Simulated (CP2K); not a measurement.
Pb:

```
Pb
1.0
     3.47597    0.00000    0.00000
     1.75836    3.05244    0.00000
     1.77250    1.02007    2.83955
Pb
1
Direct
  0.00000 0.00000 0.00000
```

Base run:

- Program: CP2K 2026.2
- Functional: M06-L
- Potentials or basis: POTENTIAL_UZH Pb GTH-PBE-q4; TZVP-MOLOPT-PBE-GTH basis
- Density cutoff: 9184 eV
- k mesh: 9 × 9 × 9
- Occupations: fermi-dirac, width 0.05 eV
- Spin: no spin polarisation

Its results: band gap on the k mesh none (metal or under the smearing width); pressure -2.7 GPa.

The run is repeated on the same cell with these changes: functional from M06-L to WC. What comes out?

Band gap on the k mesh none (metal or under the smearing width); pressure 3.1 GPa.

Caveats: the potentials were made for another functional, which shifts forces and pressure; the basis of atomic orbitals isn't converged, which shifts pressures, moduli and gaps.
